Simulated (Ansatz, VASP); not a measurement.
One calculation of ZnCu, two programs

File INCAR:

```
SYSTEM = ZnCu
PREC = Accurate
ENCUT = 520
EDIFF = 1E-7
ISMEAR = -1
SIGMA = 0.05
LREAL = .FALSE.
LASPH = .TRUE.
NELM = 80
ALGO = Normal
ISIF = 2
LWAVE = .FALSE.
LCHARG = .FALSE.
GGA = PS
NBANDS = 18
```

The input KPOINTS:

```
regular mesh
0
G
  14 14 14
  0 0 0
```

File POSCAR:

```
ZnCu
1.0
    2.9450000000      0.0294500000      0.0294500000
    0.0294500000      2.9450000000      0.0294500000
    0.0294500000      0.0294500000      2.9450000000
Zn Cu
1 1
Direct
    0.5000000000      0.5000000000      0.5000000000
    0.0000000000      0.0000000000      0.0000000000
```

Input for Ansatz:

```yaml
crystal:
  lattice:
    - [2.945, 0.02945, 0.02945]
    - [0.02945, 2.945, 0.02945]
    - [0.02945, 0.02945, 2.945]
  atoms:
    - { symbol: Zn, position: [0.5, 0.5, 0.5] }
    - { symbol: Cu, position: [0.0, 0.0, 0.0] }
kpoints:
  mp_grid: { grid: [14, 14, 14] }
  band_path:
    path:
      - [0.0, 0.0, 0.0]
      - [0.5, 0.5, 0.5]
      - [0.5193194925, 0.4806805075, 0.5]
      - [0.5, -0.4806805075, 0.4806805075]
      - [0.5, 0.0, 0.0]
      - [0.0, 0.0, 0.0]
      - [0.4903402537, -0.4903402537, 0.0]
      - [0.5096597463, 0.0, 0.4903402537]
      - [0.5, 0.0, 0.5]
    npoints: 5
scf:
  occupations: { method: fermi_dirac, width: 0.05 }
hamiltonian:
  xc: pbesol
  pseudopotentials: { kind: all_electron, lapw: { basis_error: 0.0005 } }
output:
  forces: true
  stress: true
  eigenvalues: true
```

Change from the starting cell: equal xy, yz and zx shear strains of +2 %.

Alike in both runs: task single point; functional PBEsol; k mesh 14 × 14 × 14; occupations fermi-dirac, width 0.05 eV; no spin polarisation.

|  | VASP | Ansatz |
| --- | --- | --- |
| version | VASP 6.6.1 | Ansatz 0.2.0 |
| potentials or method | VASP PAW PBE potentials, release 64 (Zn, Cu) | all-electron LAPW, scalar-relativistic |
| plane-wave cutoff (eV) | 520 | see its input |

```tsv
	VASP	Ansatz	Ansatz less VASP
pressure (GPa)	-3.9	-4.6	-0.65
largest component of the traceless stress (GPa)	1.69	1.68	-0.014
```

Ansatz ran all-electron here, so the differences hold the error of VASP's frozen core and of both bases.

Caveats: the PAW data sets were made with another functional, which shifts forces and pressure a little (VASP).
